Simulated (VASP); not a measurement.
Crystal: GePt.

```xyz
8
Lattice="5.9030 0.0000 0.0000 0.0000 3.7040 0.0000 0.0000 0.0000 6.2060" Properties=species:S:1:pos:R:3 pbc="T T T"
Ge    4.0727    0.9260    3.6385
Ge    4.7818    2.7780    0.5355
Ge    1.8303    2.7780    2.5675
Ge    1.1212    0.9260    5.6705
Pt    5.8977    0.9260    1.8925
Pt    2.9568    2.7780    4.9955
Pt    0.0053    2.7780    4.3135
Pt    2.9462    0.9260    1.2105
```

The cell was built by a generator and needn't be a form met in nature.

* Program: VASP 6.6.1
* Task: relaxation of cell and atoms
* Functional: PBE
* Potentials or basis: VASP PAW PBE potentials, release 64 (Ge_d, Pt)
* Cutoff: 520 eV
* k mesh: 6 × 8 × 6
* Occupations: gaussian, width 0.1 eV
* Spin: no spin polarisation

At the start: pressure -0.7 GPa; volume 16.96 Å³/atom.

Q: Where does the relaxation end?

A: Over 16 steps the energy falls by 2.2 meV/atom and the volume is 16.87 Å³/atom (-0.5 %); space group Pnma (No. 62, to 0.05 Å).

Step by step:
```csv
step,energy change (eV),largest force (eV/Å),pressure (GPa),volume (Å³)
1,0.0000,0.0772,-0.69,135.69
2,-0.0071,0.0978,1.08,134.25
3,-0.0075,0.0822,0.66,134.53
4,-0.0137,0.1049,-0.03,135.10
5,-0.0139,0.1107,-0.10,135.21
6,-0.0161,0.0596,-0.09,135.14
7,-0.0169,0.0471,-0.05,135.05
8,-0.0169,0.0444,-0.09,135.06
9,-0.0174,0.0272,0.20,134.81
10,-0.0174,0.0224,0.39,134.74
11,-0.0176,0.0148,0.29,134.77
12,-0.0178,0.0089,0.17,134.85
13,-0.0178,0.0107,0.11,134.86
14,-0.0178,0.0100,0.19,134.86
15,-0.0179,0.0089,0.08,134.94
16,-0.0179,0.0088,0.01,135.00
```

Final structure:
```xyz
8
Lattice="5.8168 0.0000 0.0000 0.0000 3.7528 0.0000 0.0000 0.0000 6.1843" Properties=species:S:1:pos:R:3 pbc="T T T"
Ge    3.9931    0.9382    3.6373
Ge    4.7321    2.8146    0.5451
Ge    1.8237    2.8146    2.5470
Ge    1.0847    0.9382    5.6392
Pt    5.8043    0.9382    1.9016
Pt    2.9209    2.8146    4.9938
Pt    0.0125    2.8146    4.2827
Pt    2.8959    0.9382    1.1905
```
